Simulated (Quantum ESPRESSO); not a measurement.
A run of Quantum ESPRESSO 7.5 is set up as follows.

Contents of pw.in:

```
&CONTROL
  calculation = 'scf'
  prefix = 'pwscf'
  outdir = './tmp'
  pseudo_dir = './pseudo'
  tprnfor = .true.
  disk_io = 'nowf'
/
&SYSTEM
  ibrav = 0
  nat = 4
  ntyp = 2
  ecutwfc = 45
  ecutrho = 360
  nbnd = 36
  occupations = 'smearing'
  smearing = 'gaussian'
  degauss = 0.00367493
  nosym = .true.
/
&ELECTRONS
  conv_thr = 1d-06
  electron_maxstep = 100
  mixing_beta = 0.3
  mixing_ndim = 12
  startingpot = 'file'
  mixing_fixed_ns = 12
/
ATOMIC_SPECIES
Ni    58.6934 ni_pbesol_v1.4.uspp.F.UPF
O     15.9990 o_pbesol_v1.2.uspp.F.UPF
CELL_PARAMETERS angstrom
   3.2262774900    0.0000000000    0.0000000000
  -1.6131387500    2.7940382700    0.0000000000
   0.0000000000    0.0000000000    5.2838976400
ATOMIC_POSITIONS crystal
Ni     0.6666666667    0.3333333333    0.0000000000
Ni     0.3333333333    0.6666666667    0.5000000000
O      0.6666666667    0.3333333333    0.6252000000
O      0.3333333333    0.6666666667    0.1252000000
K_POINTS automatic
5 5 3 0 0 0
HUBBARD {ortho-atomic}
U Ni-3d 2.0
```

The input start.in:

```
&CONTROL
  calculation = 'scf'
  prefix = 'pwscf'
  outdir = './tmp'
  pseudo_dir = './pseudo'
  disk_io = 'nowf'
/
&SYSTEM
  ibrav = 0
  nat = 4
  ntyp = 2
  ecutwfc = 45
  ecutrho = 360
  nbnd = 36
  occupations = 'smearing'
  smearing = 'gaussian'
  degauss = 0.00367493
  nosym = .true.
/
&ELECTRONS
  conv_thr = 1d-06
  electron_maxstep = 1
  mixing_beta = 0.3
  mixing_ndim = 12
  scf_must_converge = .false.
/
ATOMIC_SPECIES
Ni    58.6934 ni_pbesol_v1.4.uspp.F.UPF
O     15.9990 o_pbesol_v1.2.uspp.F.UPF
CELL_PARAMETERS angstrom
   3.2262774900    0.0000000000    0.0000000000
  -1.6131387500    2.7940382700    0.0000000000
   0.0000000000    0.0000000000    5.2838976400
ATOMIC_POSITIONS crystal
Ni     0.6666666667    0.3333333333    0.0000000000
Ni     0.3333333333    0.6666666667    0.5000000000
O      0.6666666667    0.3333333333    0.6252000000
O      0.3333333333    0.6666666667    0.1252000000
K_POINTS automatic
5 5 3 0 0 0
HUBBARD {ortho-atomic}
U Ni-3d 2.0
```

Contents of occup.txt:

```
 0.9788  0.0964 -0.0774  0.0370  0.0640
 0.0964  0.5618  0.3519 -0.1685 -0.2910
-0.0774  0.3519  0.7174  0.1353  0.2337
 0.0370 -0.1685  0.1353  0.9352 -0.1119
 0.0640 -0.2910  0.2337 -0.1119  0.8068
 0.8620  0.1584 -0.2674 -0.0127  0.1491
 0.1584  0.8183  0.3068  0.0146 -0.1711
-0.2674  0.3068  0.4819 -0.0246  0.2888
-0.0127  0.0146 -0.0246  0.9988  0.0137
 0.1491 -0.1711  0.2888  0.0137  0.8390
 0.0000  0.0000  0.0000  0.0000  0.0000
 0.0000  0.0000  0.0000  0.0000  0.0000
 0.0000  0.0000  0.0000  0.0000  0.0000
 0.0000  0.0000  0.0000  0.0000  0.0000
 0.0000  0.0000  0.0000  0.0000  0.0000
 0.0000  0.0000  0.0000  0.0000  0.0000
 0.0000  0.0000  0.0000  0.0000  0.0000
 0.0000  0.0000  0.0000  0.0000  0.0000
 0.0000  0.0000  0.0000  0.0000  0.0000
 0.0000  0.0000  0.0000  0.0000  0.0000
```

Potentials or basis: GBRV 1.5 PBEsol.

The run is started by

```sh
$ OMP_NUM_THREADS=1 pw.x -in start.in > start.out
$ cp occup.txt tmp/pwscf.save/occup.txt
$ OMP_NUM_THREADS=1 pw.x -in pw.in > pw.out
```

Predict the largest force.

0.162 eV/Å.

What does it give for the band gap on the k mesh?

None (metal or under the smearing width).

Forces on the atoms (eV/Å):
```
Ni   0.001  0.002 -0.145
Ni   0.000 -0.001 -0.162
O   -0.001  0.000  0.151
O   -0.001 -0.001  0.156
```

Caveat: the k mesh is coarse (spacing up to 0.45 Å⁻¹), so the values aren't converged; the run has no spin polarisation, though such a crystal can be magnetic; U without spin polarisation on a metal has little footing. Spin polarisation is off, so any magnetic state and its effect on volume and gap are missing.
